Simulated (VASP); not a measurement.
**VASP 6.6.1, r²SCAN single-point calculation, BeS (strained zincblende)**

INCAR

```
PREC = Accurate
ALGO = Normal
METAGGA = R2SCAN
ISMEAR = 0
IBRION = -1
NBANDS = 11
ISIF = 2
EDIFF = 1E-7
ENCUT = 520
LREAL = .FALSE.
NSW = 0
SIGMA = 0.01
NELM = 120
LASPH = .TRUE.
LWAVE = .FALSE.
LCHARG = .FALSE.
```

KPOINTS

```
KPOINTS created by Atomic Simulation Environment
0
Gamma
10 10 10
0 0 0
```

KPOINTS_OPT

```
special points
8
Reciprocal
0.0000000000 0.0000000000 0.0000000000 1
-0.5000000000 -0.5000000000 0.0000000000 1
-0.3750000000 -0.3750000000 0.2500000000 1
-0.3750000000 0.0000000000 0.3750000000 1
0.0000000000 0.0000000000 0.5000000000 1
-0.5000000000 -0.2500000000 0.2500000000 1
-0.0375000000 0.0000000000 0.0375000000 1
0.0000000000 0.5000000000 0.5000000000 1
```

POSCAR

```
Be S
 1.0000000000000000
     0.0000000000000000    2.3951139000000001    2.3951139000000001
     2.3951139000000001    0.0000000000000000    2.3951139000000001
     2.3951139000000001    2.3951139000000001    0.0000000000000000
 Be  S
   1   1
Cartesian
  0.0000000000000000  0.0000000000000000  0.0000000000000000
  1.1975569500000001  1.1975569500000001  1.1975569500000001
```

VASP ran with the recommended PBE PAW datasets (8 valence electrons in the cell).

Command

```
mpirun -np 1 vasp_std
```

OSZICAR

```
N       E                     dE             d eps       ncg     rms          rms(c)
DAV:   1     0.137523654767E+02    0.13752E+02   -0.39273E+03  1034   0.639E+02
DAV:   2    -0.152153702653E+02   -0.28968E+02   -0.27868E+02  1377   0.119E+02
DAV:   3    -0.163066186061E+02   -0.10912E+01   -0.10892E+01  1353   0.227E+01
DAV:   4    -0.163125474085E+02   -0.59288E-02   -0.59278E-02  1288   0.198E+00
DAV:   5    -0.163125916016E+02   -0.44193E-04   -0.44192E-04  1311   0.161E-01    0.619E+00
DAV:   6    -0.147606452379E+02    0.15519E+01   -0.31377E-01  1118   0.395E+00    0.526E+00
DAV:   7    -0.147616865946E+02   -0.10414E-02   -0.14820E-01  1271   0.244E+00    0.924E-01
DAV:   8    -0.147619875258E+02   -0.30093E-03   -0.48845E-03  1319   0.424E-01    0.386E-01
DAV:   9    -0.147624326560E+02   -0.44513E-03   -0.41654E-04  1299   0.155E-01    0.615E-02
DAV:  10    -0.147625115129E+02   -0.78857E-04   -0.10416E-04  1169   0.101E-01    0.416E-02
DAV:  11    -0.147625124274E+02   -0.91451E-06   -0.15342E-06  1384   0.865E-03    0.228E-02
DAV:  12    -0.147625136235E+02   -0.11961E-05   -0.19698E-07  1184   0.321E-03    0.171E-03
DAV:  13    -0.147625137613E+02   -0.13778E-06   -0.68873E-09   670   0.723E-04    0.603E-04
DAV:  14    -0.147625137143E+02    0.46948E-07   -0.14826E-09   622   0.346E-04
   1 F= -.14762514E+02 E0= -.14762514E+02  d E =-.176422E-78
       N       E                     dE             ncg
DAV:   1     0.727404386573E+03   -0.19671E+04      176
DAV:   2     0.492237788895E+03   -0.23517E+03      240
DAV:   3     0.485207743741E+03   -0.70300E+01      242
DAV:   4     0.485178235271E+03   -0.29508E-01      231
DAV:   5     0.485178003661E+03   -0.23161E-03      231
DAV:   6     0.485178001249E+03   -0.24118E-05      230
DAV:   7     0.485178001228E+03   -0.20852E-07      247
```

From OUTCAR

```
k-points           NKPTS =     47   k-points in BZ     NKDIM =     47   number of bands    NBANDS=     11

   NELECT =       8.0000    total number of electrons

   dimension x,y,z NGX =    28 NGY =   28 NGZ =   28
   dimension x,y,z NGXF=    56 NGYF=   56 NGZF=   56

  energy-cutoff  :      520.00
  volume of cell :       27.48
      direct lattice vectors                 reciprocal lattice vectors
     0.000000000  2.395113900  2.395113900    -0.208758339  0.208758339  0.208758339
     2.395113900  0.000000000  2.395113900     0.208758339 -0.208758339  0.208758339
     2.395113900  2.395113900  0.000000000     0.208758339  0.208758339 -0.208758339

 k-points in reciprocal lattice and weights: KPOINTS created by Atomic Simulation Env
   0.00000000  0.00000000  0.00000000       0.001
   0.10000000  0.00000000  0.00000000       0.008
   0.20000000  0.00000000  0.00000000       0.008
   0.30000000  0.00000000  0.00000000       0.008
   0.40000000  0.00000000  0.00000000       0.008
   0.50000000  0.00000000  0.00000000       0.004
   0.10000000  0.10000000  0.00000000       0.006
   0.20000000  0.10000000  0.00000000       0.024
   ...

 E-fermi :   4.4936

 k-point     1 :       0.0000    0.0000    0.0000
  band No.  band energies     occupation
      1     -10.2000      2.00000
      2       4.3631      2.00000
      3       4.3631      2.00000
      4       4.3631      2.00000
      5      10.5940      0.00000
      6      10.5940      0.00000
      7      10.5940      0.00000
      8      11.3928      0.00000
      9      17.8563      0.00000
     10      17.8563      0.00000
     11      20.5832      0.00000

 k-point     2 :       0.1000    0.0000    0.0000
  band No.  band energies     occupation
      1     -10.0747      2.00000
      2       3.5036      2.00000
      3       4.2205      2.00000
      4       4.2205      2.00000
      5      10.6728      0.00000
      6      10.8565      0.00000
      7      10.8565      0.00000
      8      12.1893      0.00000
      9      17.3412      0.00000
     10      17.3412      0.00000
     11      20.4324      0.00000

 k-point     3 :       0.2000    0.0000    0.0000
  band No.  band energies     occupation
      1      -9.7162      2.00000
      2       1.7599      2.00000
      3       3.8959      2.00000
      4       3.8959      2.00000
      5      10.6809      0.00000
      6      11.3781      0.00000
      7      11.3781      0.00000
      8      13.9129      0.00000
      9      16.8405      0.00000
     10      16.8405      0.00000
     11      20.0003      0.00000

 k-point     4 :       0.3000    0.0000    0.0000
  band No.  band energies     occupation
      1      -9.1906      2.00000
      2       0.0018      2.00000
      3       3.5628      2.00000
      4       3.5628      2.00000
      5      10.6495      0.00000
      6      11.6292      0.00000
      7      11.6292      0.00000
      8      15.5076      0.00000
      9      17.3626      0.00000
     10      17.3626      0.00000
     11      19.8173      0.00000

 k-point     5 :       0.4000    0.0000    0.0000
  band No.  band energies     occupation
      1      -8.6585      2.00000
      2      -1.3315      2.00000
      3       3.3318      2.00000
      4       3.3318      2.00000
      5      10.6151      0.00000
      6      11.5545      0.00000
      7      11.5545      0.00000
      8      16.3946      0.00000
      9      18.9130      0.00000
     10      18.9130      0.00000
     11      20.3556      0.00000

 k-point     6 :       0.5000    0.0000    0.0000
  band No.  band energies     occupation
      1      -8.4144      2.00000
      2      -1.8506      2.00000
      3       3.2505      2.00000
      4       3.2505      2.00000
      5      10.6004      0.00000
      6      11.4836      0.00000
      7      11.4836      0.00000
      8      16.6132      0.00000
      9      20.2692      0.00000
     10      20.2692      0.00000
     11      21.0380      0.00000

 k-point     7 :       0.1000    0.1000    0.0000
  band No.  band energies     occupation
      1     -10.0329      2.00000
      2       3.6944      2.00000
      3       3.9316      2.00000
      4       3.9316      2.00000
      5      10.2785      0.00000
      6      11.2877      0.00000
      7      11.2877      0.00000
      8      12.1792      0.00000
      9      16.3945      0.00000
     10      18.0885      0.00000
     11      20.9045      0.00000

 k-point     8 :       0.2000    0.1000    0.0000
  band No.  band energies     occupation
      1      -9.7518      2.00000
      2       2.3072      2.00000
      3       3.5284      2.00000
      4       3.7692      2.00000
      5      10.3302      0.00000
      6      11.6248      0.00000
      7      11.9789      0.00000
      8      13.1451      0.00000
      9      15.9185      0.00000
     10      18.0031      0.00000
     11      20.9561      0.00000

 k-point     9 :       0.3000    0.1000    0.0000
  band No.  band energies     occupation
      1      -9.2785      2.00000
      2       0.5914      2.00000
      3       3.1903      2.00000
      4       3.4324      2.00000
      5      10.5919      0.00000
      6      11.7653      0.00000
      7      12.3790      0.00000
      8      13.8449      0.00000
      9      17.0211      0.00000
     10      18.3177      0.00000
     11      20.5305      0.00000

 k-point    10 :       0.4000    0.1000    0.0000
  band No.  band energies     occupation
      1      -8.7346      2.00000
      2      -0.8666      2.00000
      3       3.0122      2.00000
      4       3.0473      2.00000
      5      10.6868      0.00000
      6      11.7049      0.00000
      7      12.2819      0.00000
      8      15.0270      0.00000
      9      18.4098      0.00000
     10      19.5719      0.00000
     11      20.5705      0.00000

 k-point    11 :       0.5000    0.1000    0.0000
  band No.  band energies     occupation
      1      -8.3691      2.00000
      2      -1.6686      2.00000
      3       2.7508      2.00000
      4       3.0250      2.00000
      5      10.7611      0.00000
      6      11.6195      0.00000
      7      12.0275      0.00000
      8      16.3722      0.00000
      9      19.0541      0.00000
     10      20.2728      0.00000
     11      21.2638      0.00000

 k-point    12 :      -0.4000    0.1000    0.0000
  band No.  band energies     occupation
      1      -8.4521      2.00000
      2      -1.4963      2.00000
      3       2.6164      2.00000
      4       3.2194      2.00000
      5      10.9277      0.00000
      6      11.6516      0.00000
      7      11.8670      0.00000
      8      16.4488      0.00000
      9      18.4382      0.00000
     10      19.6568      0.00000
     11      21.2111      0.00000

 k-point    13 :      -0.3000    0.1000    0.0000
  band No.  band energies     occupation
      1      -8.9132      2.00000
      2      -0.4325      2.00000
      3       2.6818      2.00000
      4       3.5520      2.00000
      5      11.0866      0.00000
      6      11.7697      0.00000
      7      11.8287      0.00000
      8      15.3152      0.00000
      9      16.6552      0.00000
     10      19.6090      0.00000
     11      20.4570      0.00000

 k-point    14 :      -0.2000    0.1000    0.0000
  band No.  band energies     occupation
      1      -9.4539      2.00000
      2       1.1326      2.00000
      3       2.9639      2.00000
      4       3.9350      2.00000
      5      11.1169      0.00000
      6      11.4654      0.00000
      7      11.8384      0.00000
      8      14.1174      0.00000
      9      15.8904      0.00000
     10      18.1856      0.00000
     11      20.7013      0.00000

 k-point    15 :      -0.1000    0.1000    0.0000
  band No.  band energies     occupation
      1      -9.8713      2.00000
      2       2.6793      2.00000
      3       3.5134      2.00000
      4       4.2160      2.00000
      5      10.9136      0.00000
      6      10.9846      0.00000
      7      11.3794      0.00000
      8      13.0762      0.00000
      9      16.3007      0.00000
     10      17.5024      0.00000
     11      20.8115      0.00000

 k-point    16 :       0.2000    0.2000    0.0000
  band No.  band energies     occupation
      1      -9.5550      2.00000
      2       2.2671      2.00000
      3       3.0568      2.00000
      4       3.0568      2.00000
      5       9.6785      0.00000
      6      12.3116      0.00000
      7      12.9352      0.00000
      8      12.9352      0.00000
      9      15.8592      0.00000
     10      18.7685      0.00000
     11      22.1755      0.00000

 ...

  Total        0.9422364      0.9422364      0.9422364      0.0000000      0.0000000     -0.0000000
  in kB       54.9366201     54.9366201     54.9366201      0.0000000      0.0000000     -0.0000000
  external PRESSURE =      54.9366201 kB  Pullay stress =       0.0000000 kB

 POSITION                                       TOTAL-FORCE (eV/Angst)
 -----------------------------------------------------------------------------------
      0.00000      0.00000      0.00000        -0.000000     -0.000000     -0.000000
      1.19756      1.19756      1.19756         0.000000      0.000000      0.000000
 -----------------------------------------------------------------------------------
    total drift:                                0.000000      0.000000      0.000000

  FREE ENERGIE OF THE ION-ELECTRON SYSTEM (eV)
  ---------------------------------------------------
  free  energy   TOTEN  =       -14.7625137143 eV

  energy  without entropy=      -14.7625137143  energy(sigma->0) =      -14.76251371
```

The gap between bands v and c is 3.49 eV and the least direct gap is 6.23 eV. The pressure is 5.5 GPa.

Band v is the last that the valence electrons fill when counted band by band, and c is the next.

The run took about 54 s on one core of a shared host (Intel Xeon Platinum 8488C) and held 0.17 GiB at most.
